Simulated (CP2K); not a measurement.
Runs of CP2K 2026.2 on KCl (Sylvite). The structure is cubic, space group Fm-3m (No. 225). Conventional cell: a = 6.293 Å, b = 6.293 Å, c = 6.293 Å, α = 90.00°, β = 90.00°, γ = 90.00°. K (site symmetry m-3m) has 6 Cl at 3.15 Å as nearest neighbours. Around Cl (site symmetry m-3m) lie 6 K at 3.15 Å. 

```csv
level,potentials or basis,smearing,EPS_DEFAULT,NGRIDS,points a segment of the path (NPOINTS),bands added on the path,CUTOFF of the grids,gap on the mesh (eV),pressure (GPa)
r2SCAN,"POTENTIAL_UZH K GTH-SCAN-q9, Cl GTH-SCAN-q7; TZVP-MOLOPT-SCAN-GTH basis",fermi-dirac 0.05 eV,1.0E-10,5,6,6,675 Ry,(a),0.0
TB-mBJ,"POTENTIAL_UZH K GTH-PBE-q9, Cl GTH-PBE-q7; TZVP-MOLOPT-PBE-GTH basis",fermi-dirac 0.01 eV,1.0E-9,4,10,4,675 Ry,5.95,-
PBEsol,"POTENTIAL_UZH K GTH-PBE-q9, Cl GTH-PBE-q7; TZVP-MOLOPT-PBE-GTH basis",fermi-dirac 0.05 eV,1.0E-10,4,10,6,450 Ry,(b),-0.3
LDA,"GTH_POTENTIALS K GTH-PADE-q9, Cl GTH-PADE-q7; TZVP-MOLOPT-PBE-GTH basis",fermi-dirac 0.0259 eV,1.0E-9,5,8,6,450 Ry,4.72,-2.0
```

Alike in all rows: task band structure; no spin polarisation; cell as given; k mesh 7 × 7 × 7.

Problem. Fill in the values left out.

Solution. (a) 5.82; (b) 4.98.

Caveats: the basis of atomic orbitals isn't converged, which shifts pressures, moduli and gaps; the potentials were made for another functional, which shifts forces and pressure (some runs); this is a model potential without an energy functional, so only levels have meaning (some runs).

